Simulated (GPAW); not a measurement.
# TiCo (Pm-3m) in GPAW: equation of state

Aim: energy against volume of TiCo in PBEsol, for its equilibrium volume and stiffness.

All numbers are computed with GPAW 26.7.0; they aren't measurements. Logs are shortened: lines on timing, memory, paths and dates and some standing lists are left out, and cuts for length are marked. The log counts tension as positive stress, the text compression.

## 1. The structure

The structure is cubic, space group Pm-3m (No. 221). The conventional cell has a = 2.986 Å, b = 2.986 Å, c = 2.986 Å, α = 90.00°, β = 90.00°, γ = 90.00°. Co (site symmetry m-3m) is surrounded by 8 Ti at 2.59 Å. Ti (site symmetry m-3m) is surrounded by 8 Co at 2.59 Å.

The cell comes from a database or a generator and needn't be the stable form of this composition.

## 2. Equation of state, PBEsol, collinear spin, ferromagnetic start

run.py reads:

```python
from ase import Atoms
from ase.eos import EquationOfState
from ase.io import Trajectory
from ase.units import GPa
from gpaw import GPAW, PW, setup_paths

setup_paths.insert(0, '.')

atoms = Atoms(['Co', 'Ti'],
              cell=[[2.98611099, 0.0, 0.0],
                    [0.0, 2.98611099, 0.0],
                    [0.0, 0.0, 2.98611099]],
              scaled_positions=[[0.5, 0.5, 0.5],
                                [0.0, 0.0, 0.0]],
              pbc=True)
atoms.set_initial_magnetic_moments([2.0, 1.0])

traj = Trajectory('eos.traj', 'w')
volumes, energies = [], []
for x in [0.94, 0.96, 0.98, 1.0, 1.02, 1.04, 1.06]:
    a = atoms.copy()
    a.set_cell(atoms.cell * x**(1 / 3), scale_atoms=True)
    calc = GPAW(mode=PW(600),
                xc='PBEsol',
                kpts={'size': (9, 9, 9), 'gamma': True},
                occupations={'name': 'fermi-dirac', 'width': 0.05},
                nbands=23,
                convergence={'density': 1e-05, 'energy': 1e-05},
                maxiter=150,
                txt=f'eos-{x:.2f}.txt')
    a.calc = calc
    energies.append(a.get_potential_energy(force_consistent=True))
    volumes.append(a.get_volume())
    p = -a.get_stress()[:3].mean() / GPa
    calc.write(f'eos-{x:.2f}.gpw')
    traj.write(a)
    print(f'{x:.2f} {volumes[-1]:10.4f} A^3 {energies[-1]:14.6f} eV {p:9.3f} GPa', flush=True)

v0, e0, B = EquationOfState(volumes, energies, eos='birchmurnaghan').fit()
print(f'V0 = {v0:.4f} A^3, E0 = {e0:.6f} eV, B0 = {B / GPa:.2f} GPa')
```

Potentials or basis: PAW data sets generated in the run's folder for this functional, pw.

On the command line:

```sh
$ gpaw-setup -f PBEsol Co Ti
$ OMP_NUM_THREADS=1 python run.py
```

The program printed:

```text
__  _  _
 | _ |_)|_||  |
 |__||  | ||/\| - 26.7.0

Input parameters:
  mode=PW(ecut=600.0),
  convergence={'density': 1e-05, 'energy': 1e-05},
  kpts=MonkhorstPack(size=(9, 9, 9), gamma=True),
  maxiter=150,
  nbands=23,
  occupations=Occupations(name='fermi-dirac', width=0.05),
  xc=XC(name='PBEsol')

Diagonalizing LCAO Hamiltonian
Converting LCAO to pw mode
   .------.
  /|      |
 * |      |
 | | Co   |
 | .------.
 |/      /
 Ti-----*

Atoms  # Å, Bohr magnetons
|   | symbol |        x |        y |        z |    initial magnetic moments |
|---|--------|----------|----------|----------|-----------------------------|
| 0 |     Co | 1.472877 | 1.472877 | 1.472877 | ( 0.0000,  0.0000,  2.0000) |
| 1 |     Ti | 0.000000 | 0.000000 | 0.000000 | ( 0.0000,  0.0000,  1.0000) |

Unit cell  # Å
| periodic |        x |        y |        z |  lengths |    angles |
|----------|----------|----------|----------|----------|-----------|
|      yes | 2.945753 | 0.000000 | 0.000000 | 2.945753 | 90.000000 |
|      yes | 0.000000 | 2.945753 | 0.000000 | 2.945753 | 90.000000 |
|      yes | 0.000000 | 0.000000 | 2.945753 | 2.945753 | 90.000000 |

Number of symmetries: 48
Symmetry operations  # r_c * U_cc + t_c -> r_c
|    | kind |            matrix            |
|----|------|------------------------------|
|  0 |  E   |  1, 0, 0,  0, 1, 0,  0, 0, 1 |
|  1 |  σ   |  1, 0, 0,  0, 1, 0,  0, 0,-1 |
|  2 |  σ   |  1, 0, 0,  0, 0, 1,  0, 1, 0 |
|  3 |  C4  |  1, 0, 0,  0, 0, 1,  0,-1, 0 |
|  4 |  C4  |  1, 0, 0,  0, 0,-1,  0, 1, 0 |
|  5 |  σ   |  1, 0, 0,  0, 0,-1,  0,-1, 0 |
|  6 |  σ   |  1, 0, 0,  0,-1, 0,  0, 0, 1 |
|  7 |  C2  |  1, 0, 0,  0,-1, 0,  0, 0,-1 |
|  8 |  σ   |  0, 1, 0,  1, 0, 0,  0, 0, 1 |
|  9 |  C2  |  0, 1, 0,  1, 0, 0,  0, 0,-1 |
| 10 |  C3  |  0, 1, 0,  0, 0, 1,  1, 0, 0 |
| 11 |  S6  |  0, 1, 0,  0, 0, 1, -1, 0, 0 |
| 12 |  S6  |  0, 1, 0,  0, 0,-1,  1, 0, 0 |
| 13 |  C3  |  0, 1, 0,  0, 0,-1, -1, 0, 0 |
| 14 |  C4  |  0, 1, 0, -1, 0, 0,  0, 0, 1 |
| 15 |  S4  |  0, 1, 0, -1, 0, 0,  0, 0,-1 |
| 16 |  C3  |  0, 0, 1,  1, 0, 0,  0, 1, 0 |
| 17 |  S6  |  0, 0, 1,  1, 0, 0,  0,-1, 0 |
| 18 |  σ   |  0, 0, 1,  0, 1, 0,  1, 0, 0 |
| 19 |  C4  |  0, 0, 1,  0, 1, 0, -1, 0, 0 |
| 20 |  C2  |  0, 0, 1,  0,-1, 0,  1, 0, 0 |
| 21 |  S4  |  0, 0, 1,  0,-1, 0, -1, 0, 0 |
| 22 |  S6  |  0, 0, 1, -1, 0, 0,  0, 1, 0 |
| 23 |  C3  |  0, 0, 1, -1, 0, 0,  0,-1, 0 |
| 24 |  S6  |  0, 0,-1,  1, 0, 0,  0, 1, 0 |
| 25 |  C3  |  0, 0,-1,  1, 0, 0,  0,-1, 0 |
| 26 |  C4  |  0, 0,-1,  0, 1, 0,  1, 0, 0 |
| 27 |  σ   |  0, 0,-1,  0, 1, 0, -1, 0, 0 |
| 28 |  S4  |  0, 0,-1,  0,-1, 0,  1, 0, 0 |
| 29 |  C2  |  0, 0,-1,  0,-1, 0, -1, 0, 0 |
| 30 |  C3  |  0, 0,-1, -1, 0, 0,  0, 1, 0 |
| 31 |  S6  |  0, 0,-1, -1, 0, 0,  0,-1, 0 |
| 32 |  C4  |  0,-1, 0,  1, 0, 0,  0, 0, 1 |
| 33 |  S4  |  0,-1, 0,  1, 0, 0,  0, 0,-1 |
| 34 |  S6  |  0,-1, 0,  0, 0, 1,  1, 0, 0 |
| 35 |  C3  |  0,-1, 0,  0, 0, 1, -1, 0, 0 |
| 36 |  C3  |  0,-1, 0,  0, 0,-1,  1, 0, 0 |
| 37 |  S6  |  0,-1, 0,  0, 0,-1, -1, 0, 0 |
| 38 |  σ   |  0,-1, 0, -1, 0, 0,  0, 0, 1 |
| 39 |  C2  |  0,-1, 0, -1, 0, 0,  0, 0,-1 |
| 40 |  σ   | -1, 0, 0,  0, 1, 0,  0, 0, 1 |
| 41 |  C2  | -1, 0, 0,  0, 1, 0,  0, 0,-1 |
| 42 |  C2  | -1, 0, 0,  0, 0, 1,  0, 1, 0 |
| 43 |  S4  | -1, 0, 0,  0, 0, 1,  0,-1, 0 |
| 44 |  S4  | -1, 0, 0,  0, 0,-1,  0, 1, 0 |
| 45 |  C2  | -1, 0, 0,  0, 0,-1,  0,-1, 0 |
| 46 |  C2  | -1, 0, 0,  0,-1, 0,  0, 0, 1 |
| 47 |  i   | -1, 0, 0,  0,-1, 0,  0, 0,-1 |

BZ-sampling:
  Number of BZ points: 729
  Number of IBZ points: 35

  Monkhorst-Pack size: [9, 9, 9]
  Monkhorst-Pack shift: [0, 0, 0]

K-points  # in reciprocal-cell coordinates
|     |                                coordinates |     weight |
|-----|--------------------------------------------|------------|
|   0 | (  0.00000000,   0.00000000,   0.00000000) | 0.00137174 |
|   1 | (  0.11111111,   0.00000000,   0.00000000) | 0.00823045 |
|   2 | (  0.11111111,   0.11111111,   0.00000000) | 0.01646091 |
|   3 | (  0.11111111,   0.11111111,   0.11111111) | 0.01097394 |
|   4 | (  0.22222222,   0.00000000,   0.00000000) | 0.00823045 |
|   5 | (  0.22222222,   0.11111111,   0.00000000) | 0.03292181 |
|   6 | (  0.22222222,   0.11111111,   0.11111111) | 0.03292181 |
|   7 | (  0.22222222,   0.22222222,   0.00000000) | 0.01646091 |
|   8 | (  0.22222222,   0.22222222,   0.11111111) | 0.03292181 |
|   9 | (  0.22222222,   0.22222222,   0.22222222) | 0.01097394 |
| ... |                                            |            |
|  34 | (  0.44444444,   0.44444444,   0.44444444) | 0.01097394 |

Plane wave coefficients: 870
Cutoff: 600.0 eV

Spin-components: 2 (collinear spins)
Bands:           23
Projectors:      12
Spin-degeneracy: 1
Datatype:        complex128

Parallelization:
  kpt:    1
  domain: 1
  band:   1

Density:
  Valence electrons: 21.0
  Components: 2
  Grid points: [18 18 18]
  Charge: 0.0  # |e|

Potential:
  Grid points: [18 18 18]

species:
  Co:
    name:    Cobalt
    Z:       27.0
    valence: 9
    core:    18
    charge:  0.0  # [|e|]
    compensation charges:
      type: gauss
      rc: 0.32  # [Å]
      lmax: 2
    cutoffs:
      filter: 1.87  # [Å]
      core: 2.55  # [Å]
    projectors
    | kind |    occ | energy [eV] | rcut [Å] |
    |------|--------|-------------|----------|
    |   4s |  2.000 |      -5.488 |    1.005 |
    |   4p |  0.000 |      -1.248 |    1.058 |
    |   3d |  7.000 |      -8.230 |    1.005 |
    |    s |        |      21.723 |    1.005 |
    |    p |        |      25.963 |    1.058 |
    |    d |        |      18.981 |    1.005 |

    Using partial waves for Co as LCAO basis

  Ti:
    name:    Titanium
    Z:       22.0
    valence: 12
    core:    10
    charge:  0.0  # [|e|]
    compensation charges:
      type: gauss
      rc: 0.38  # [Å]
      lmax: 2
    cutoffs:
      filter: 2.23  # [Å]
      core: 1.02  # [Å]
    projectors
    | kind |    occ | energy [eV] | rcut [Å] |
    |------|--------|-------------|----------|
    |   3s |  2.000 |     -62.441 |    1.270 |
    |   4s |  2.000 |      -4.477 |    1.270 |
    |   3p |  6.000 |     -38.776 |    1.058 |
    |   4p |  0.000 |      -1.449 |    1.058 |
    |   3d |  2.000 |      -4.275 |    1.058 |
    |    d |        |      22.937 |    1.058 |

    Using partial waves for Ti as LCAO basis

Reference energy: -61066.608140  # eV

eigensolver:
  PPCG
  Converge bands: occupied
  niter=2

density mixing:
  MSR1-Mixer
  Pratt-step length: 0.05
  Maximum mixing coefficient: 0.75
  Old densities: 10
  SVD Regularization: 0.005
  Good broyden scale: 1.0
  Trust region scale: 1.0
  Backstep threshold: 4.0
  History deletion threshold: 6.0
  Fourier metric: weight=20.0, sigma=0.015

occupation numbers:
  Fermi-Dirac:
    width: 0.0500  # eV

poisson solver:
  ecut: 4800.0  # eV

xc functional:
  name: PBEsol with 2 nearest neighbor stencil

convergence criteria:
- Maximum integral of absolute [dens]ity change: 1e-05 electrons / valence electron
- Maximum [total energy] change in last 3 cyles: 1e-05 eV / valence electron
- Maximum integral of absolute [eigenst]ate change: 4e-08 eV^2 / valence electron
maximum number of iterations: 150

SCF iterations
|iter     | |      energy | eigst |  dens |  magmom |
|---------|-|-------------|-------|-------|---------|
|iter:   1| |  -17.402811 | +0.14 |       |  +3.0073|
|iter:   2| |  -16.980390 | -2.24 | -0.73 |  +2.9025|
|iter:   3| |  -16.765099 | -2.29 | -0.83 |  +2.5318|
|iter:   4| |  -16.864820 | -2.27 | -0.98 |  +1.8098|
|iter:   5| |  -16.945657 | -2.89 | -1.30 |  +1.2195|
|iter:   6| |  -16.964060 | -3.62 | -1.69 |  +0.7751|
|iter:   7| |  -16.966351 | -4.29 | -2.27 |  +0.6551|
|iter:   8| |  -16.968122 | -4.28 | -2.40 |  +0.6278|
|iter:   9| |  -16.968600 | -4.68 | -2.60 |  +0.6165|
|iter:  10| |  -16.968588 | -5.39 | -2.83 |  +0.6101|
|iter:  11| |  -16.968598c| -6.24 | -3.11 |  +0.6098|
|iter:  12| |  -16.968610c| -6.46 | -3.68 |  +0.6146|
|iter:  13| |  -16.968615c| -7.21 | -4.13 |  +0.6172|
|iter:  14| |  -16.968617c| -7.83c| -4.50 |  +0.6185|
|iter:  15| |  -16.968617c| -8.29c| -5.11c|  +0.6188|

Converged in 15 steps
Energy contributions relative to reference atoms: (reference = -61066.608140)

Energy contributions:
  Kinetic:          15.154510
  Coulomb:         -13.689261
  Zero:              0.006568
  External:          0.000000
  Xc:              -18.431792
  Entropy:          -0.017282
  Spinorbit:         0.000000
  ----------------------------
  Free energy:     -16.977258
  Extrapolated:    -16.968617

dipole moment: (-9.425066, -9.425066, -9.425066)  # |e|*Ang

Total magnetic moment: (0.000000, 0.000000, 0.618753)

Local magnetic moments
|        x |        y |         z |
|----------|----------|-----------|
| 0.000000 | 0.000000 |  0.662711 |  # Co   0
| 0.000000 | 0.000000 | -0.013242 |  # Ti   1

Fermi level: 10.635
Eigenvalues  # (at kpt = [0.000, 0.000, 0.000])
| band index |      eig [eV] | occ [0-1] |      eig [eV] | occ [0-1] |
|------------|---------------|-----------|---------------|-----------|
|          0 |       -46.206 |     1.000 |       -46.217 |     1.000 |
|        ... |               |           |               |           |
|          2 |       -22.415 |     1.000 |       -22.426 |     1.000 |
|          3 |       -22.415 |     1.000 |       -22.426 |     1.000 |
|          4 |         2.704 |     1.000 |         2.716 |     1.000 |
|          5 |         6.340 |     1.000 |         6.776 |     1.000 |
|          6 |         6.340 |     1.000 |         6.776 |     1.000 |
|          7 |         8.807 |     1.000 |         9.228 |     1.000 |
[... 8 lines left out ...]
|         16 |        19.761 |     0.000 |        19.804 |     0.000 |
|         17 |        19.761 |     0.000 |        19.804 |     0.000 |
|        ... |               |           |               |           |
|         22 |        31.966 |     0.000 |        31.903 |     0.000 |

No gap
No difference between direct/indirect transitions

Stress tensor  # eV/Ang^3
|        x |        y |        z |
|----------|----------|----------|
| 0.010484 | 0.000000 | 0.000000 |
| 0.000000 | 0.010484 | 0.000000 |
| 0.000000 | 0.000000 | 0.010484 |

# Writing to eos-0.96.gpw (mode='')
```

Wall time 5.8 min (1 thread of Arm Neoverse V1, shared host); peak memory 0.29 GiB.

Results:

| Property | Result |
| --- | --- |
| Equilibrium volume | 12.75 Å³/atom |
| Bulk modulus | 187 GPa |
| Pressure derivative of the bulk modulus | 4.9 |

Energy against volume, from the lowest point:
```csv
volume (Å³/atom),energy (meV/atom)
12.515,2.58
12.781,0.00
13.047,3.70
13.313,13.28
13.580,27.75
13.846,46.62
14.112,69.50
```
